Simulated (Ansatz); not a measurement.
An input for Ansatz 0.2.0 (ZnSe (Stilleite)):

File input.yaml:

```yaml
crystal:
  lattice:
    - [0.0, 2.8338, 2.8338]
    - [2.8338, 0.0, 2.8338]
    - [2.8338, 2.8338, 0.0]
  atoms:
    - { symbol: Se, position: [0.75, 0.75, 0.75] }
    - { symbol: Zn, position: [0.0, 0.0, 0.0] }
  symmetry: { detect: false }
hamiltonian:
  xc: pbesol
  pseudopotentials: { kind: nc, accuracy: stringent }
  dispersion: rvv10
kpoints:
  mp_grid: { grid: [8, 8, 8] }
scf:
  occupations: { method: fixed }
output:
  forces: true
  stress: true
  eigenvalues: true
  bader: false
  populations: true
```

Potentials or basis: PseudoDojo stringent.

Run with:

```console
$ ansatz run input.yaml --threads 1 --pin off --max-ram 2560MiB --backend cpu --events-out ev --progress --plain --runs-dir out
```

Q: How does this run end?

A: The run stopped without a result. It printed:

Output:

```text
Error: inconsistent input (hamiltonian.dispersion, hamiltonian.xc): `dispersion: rvv10` has no transferable b for PBE exchange — Sabatini et al. (2013) fitted b=6.3 to rPW86, and the PBE refits of Peng & Perdew (2017) are task-dependent (b=6.6 S22 / b=10.0 layered). Use `xc: {exchange: rpw86, correlation: pbe}` for the original rVV10 or `xc: r2scan` for the r²SCAN+rVV10 pairing
```
